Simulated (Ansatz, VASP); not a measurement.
**Two plane-wave programs on Ag**

```
Ag
1.0
     2.75535    0.00000    0.00000
     0.00000    2.75535    0.00000
     0.00000    0.00000    2.75535
Ag
1
Direct
  0.00000 0.00000 0.00000
```

Alike in both runs: task single point; functional PBEsol; k mesh 13 × 13 × 13; occupations fermi-dirac, width 0.1 eV; no spin polarisation.

|  | VASP | Ansatz |
| --- | --- | --- |
| version | VASP 6.6.1 | Ansatz 0.2.0 |
| potentials or method | VASP PAW PBE potentials, release 64 (Ag) | plane waves (420 eV) with PAW, scalar-relativistic |
| plane-wave cutoff (eV) | 520 | 420 |
| valence electrons in the cell | 11 | 19 |

```csv
,VASP,Ansatz,Ansatz less VASP
pressure (GPa),-5.6,-5.5,+0.10
```

The functional is the same, so the differences come from potentials, cutoffs and numerics. The two sets of potentials don't hold the same shells in valence. Ansatz warned: «pseudo_functional_mismatch».

Caveats: the PAW data sets were made with another functional, which shifts forces and pressure a little (VASP).
